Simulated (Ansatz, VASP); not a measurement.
## CdSe in VASP and in Ansatz

```
Cd Se
1.0
     0.15501    3.10008    3.10008
     3.10008    0.15501    3.10008
     3.10008    3.10008    0.15501
Cd Se
1 1
Direct
  0.00548 0.00548 0.00548
  0.24452 0.24452 0.24452
```

Change from the starting cell: epitaxial_111 strain -4.0%.

Alike in both runs: task single point; functional r2SCAN; k mesh 8 × 8 × 8; no spin polarisation.

|  | VASP | Ansatz |
| --- | --- | --- |
| version | VASP 6.6.1 | Ansatz 0.2.0 |
| potentials or method | VASP PAW PBE potentials, release 64 (Cd, Se) | plane waves, PAW |
| plane-wave cutoff (eV) | 520 | 500 |
| occupations | gaussian, width 0.01 eV | fixed |
| valence electrons in the cell | 18 | 36 |

```tsv
	VASP	Ansatz	Ansatz less VASP
gap on the k mesh at the Fermi level (eV)	0.91	0.92	+0.011
pressure (GPa)	2.6	2.3	-0.30
largest component of the traceless stress (GPa)	1.18	1.17	-0.007
```

The two sets of potentials don't hold the same shells in valence.

Caveats: the PAW data sets were made with another functional, which shifts forces and pressure a little (VASP).
